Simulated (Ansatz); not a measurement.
The system is ZrO2.

```xyz
6
Lattice="3.5961 0.0000 0.0000 0.0000 3.5961 0.0000 0.0000 0.0000 5.1770" Properties=species:S:1:pos:R:3 pbc="T T T"
Zr    1.7980    1.7980    2.5885
Zr    0.0000    0.0000    0.0000
O     1.7980    0.0000    4.1261
O     1.7980    0.0000    1.5376
O     0.0000    1.7980    3.6394
O     0.0000    1.7980    1.0509
```

Program: Ansatz 0.2.0. Alike in all runs: potentials or basis Ansatz PAW; cell as given.

Task: Order these runs on this cell by their pressure, lowest first.
A. level r2SCAN; spin off; k mesh 7 × 7 × 5; cutoff (eV) 500; smearing fermi-dirac 0.05 eV; points for each segment of the path 14
B. level PBEsol; spin SOC, no magnetisation; k mesh 5 × 5 × 4; cutoff (eV) 420; smearing fermi-dirac 0.05 eV; points for each segment of the path 14
C. level revPBE; spin off; k mesh 7 × 7 × 5; cutoff (eV) 420; smearing fermi-dirac 0.05 eV; points for each segment of the path 14
D. level PBE; spin off; k mesh 7 × 7 × 5; cutoff (eV) 420; smearing gaussian 0.012 eV
E. level BLYP; spin off; k mesh 7 × 7 × 5; cutoff (eV) 420; smearing fermi-dirac 0.05 eV; points for each segment of the path 14

Result: B (-2.0 GPa), A (1.5 GPa), D (5.3 GPa), C (8.6 GPa), E (12.2 GPa).

Caveats: the PAW data sets come from PBE, with cores solved anew for the run's functional, which leaves a small shift of forces and pressure (some runs).
